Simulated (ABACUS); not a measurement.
Crystal: Li.

```xyz
1
Lattice="-1.7547 1.7547 1.7547 1.7547 -1.7547 1.7547 1.7547 1.7547 -1.7547" Properties=species:S:1:pos:R:3 pbc="T T T"
Li    0.0000    0.0000    0.0000
```

* Program: ABACUS 3.10.1
* Task: single point
* Functional: PBE
* Potentials or basis: PseudoDojo NC SR 0.4.1 PBE standard
* Cutoff: 1007 eV
* Density cutoff: 4027 eV
* Basis: plane waves
* k mesh: 11 × 11 × 11
* Occupations: fermi-dirac, width 0.05 eV
* Spin: no spin polarisation

On this cell: pressure -0.8 GPa; band gap on the k mesh none (metal or under the smearing width).

The same run follows on a disturbed copy (cell strained at random at fixed volume):

```xyz
1
Lattice="-1.7333 1.7667 1.7352 1.7284 -1.7909 1.7546 1.7432 1.8008 -1.7595" Properties=species:S:1:pos:R:3 pbc="T T T"
Li   -0.0064   -0.0779    0.0361
```

Problem. What does the disturbed cell give?

Solution. The energy (extrapolated to zero smearing) moves by +0.2 meV/atom; pressure -0.8 GPa; band gap on the k mesh none (metal or under the smearing width).

Stress tensor (GPa, compression positive):
```
-0.79 -0.07  0.02
-0.07 -0.90  0.19
 0.02  0.19 -0.81
```
